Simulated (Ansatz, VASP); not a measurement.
# Two plane-wave programs on KI

File POSCAR:

```
KI
1.0
    4.3334274382      0.0000000000      0.0000000000
    0.0000000000      4.3334274382      0.0000000000
    0.0000000000      0.0000000000      4.3334274382
K I
1 1
Direct
    0.0000000000      0.0000000000      0.0000000000
    0.5000000000      0.5000000000      0.5000000000
```

INCAR.step1

```
SYSTEM = KI
PREC = Accurate
ENCUT = 520
ISMEAR = 0
SIGMA = 0.01
LREAL = .FALSE.
LASPH = .TRUE.
NELM = 60
NBANDS = 15
GGA = PE
ALGO = Normal
EDIFF = 1E-4
LWAVE = .TRUE.
LCHARG = .FALSE.
```

Contents of INCAR.step2:

```
SYSTEM = KI
PREC = Accurate
ENCUT = 520
EDIFF = 1E-6
ISMEAR = 0
SIGMA = 0.01
LREAL = .FALSE.
LASPH = .TRUE.
NELM = 60
ALGO = Normal
ISIF = 2
LWAVE = .FALSE.
LCHARG = .TRUE.
METAGGA = R2SCAN
LMIXTAU = .TRUE.
LELF = .TRUE.
LVHAR = .TRUE.
NBANDS = 15
ISTART = 1
```

The input KPOINTS:

```
regular mesh
0
G
  6 6 6
  0 0 0
```

Input for Ansatz:

```yaml
crystal:
  lattice:
    - [4.3334274382, 0.0, 0.0]
    - [0.0, 4.3334274382, 0.0]
    - [0.0, 0.0, 4.3334274382]
  atoms:
    - { symbol: K, position: [0.0, 0.0, 0.0] }
    - { symbol: I, position: [0.5, 0.5, 0.5] }
kpoints:
  mp_grid: { grid: [6, 6, 6] }
hamiltonian:
  xc: r2scan
scf:
  occupations: { method: fixed }
  n_extra_bands: 4
output:
  forces: true
  stress: true
  eigenvalues: true
```

Alike in both runs: task single point; functional r2SCAN; k mesh 6 × 6 × 6; no spin polarisation.

```csv
,VASP,Ansatz
version,VASP 6.6.1,Ansatz 0.2.0
potentials or method,"VASP PAW PBE potentials, release 64 (K_sv, I)","plane waves, PAW"
plane-wave cutoff (eV),520,500
occupations,"gaussian, width 0.01 eV",fixed
valence electrons in the cell,16,26
```

```csv
,VASP,Ansatz,Ansatz less VASP
gap on the k mesh at the Fermi level (eV),3.96,3.96,+0.001
pressure (GPa),-0.4,-0.4,+0.01
```

The two sets of potentials don't hold the same shells in valence.

Caveats: the PAW data sets were made with another functional, which shifts forces and pressure a little (VASP); spin-orbit coupling is left out, which moves the levels of the heavy elements. r2SCAN opens gaps a little over a GGA but as a rule still falls short of measured ones. A k mesh can miss the band edges.
